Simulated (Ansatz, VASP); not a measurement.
One calculation of P, two programs

```
CELL_PARAMETERS angstrom
1.72573 0.99635 3.12968
-1.72573 0.99635 3.12968
0.00000 -1.99270 3.12968
ATOMIC_POSITIONS crystal
P 0.76363 0.77121 0.76339
P 0.22196 0.22899 0.22684
```

Change from the starting cell: atoms moved at random, drawn with an rms of 0.05 Å.

Alike in both runs: task single point; functional PBE; k mesh 9 × 9 × 9; occupations fermi-dirac, width 0.05 eV; no spin polarisation.

|  | VASP | Ansatz |
| --- | --- | --- |
| version | VASP 6.6.1 | Ansatz 0.2.0 |
| potentials or method | VASP PAW PBE potentials, release 64 (P) | Ansatz PAW |
| plane-wave cutoff (eV) | 520 | 420 |
| valence electrons in the cell | 10 | 10 |

Ansatz gave:

| Item | Value |
| --- | --- |
| gap on the k mesh at the Fermi level (eV) | none |
| pressure (GPa) | 0.0 |
| largest component of the traceless stress (GPa) | 1.56 |
| rms of the force components (eV/Å) | 0.125 |

Task: Which values does VASP return?

Result: gap on the k mesh at the Fermi level (eV): none; pressure (GPa): -0.3; largest component of the traceless stress (GPa): 1.44; rms of the force components (eV/Å): 0.152.

Atom by atom the forces differ by 0.028 eV/Å (rms over components). A gap of «none» marks a metal or a gap that the smearing closes.
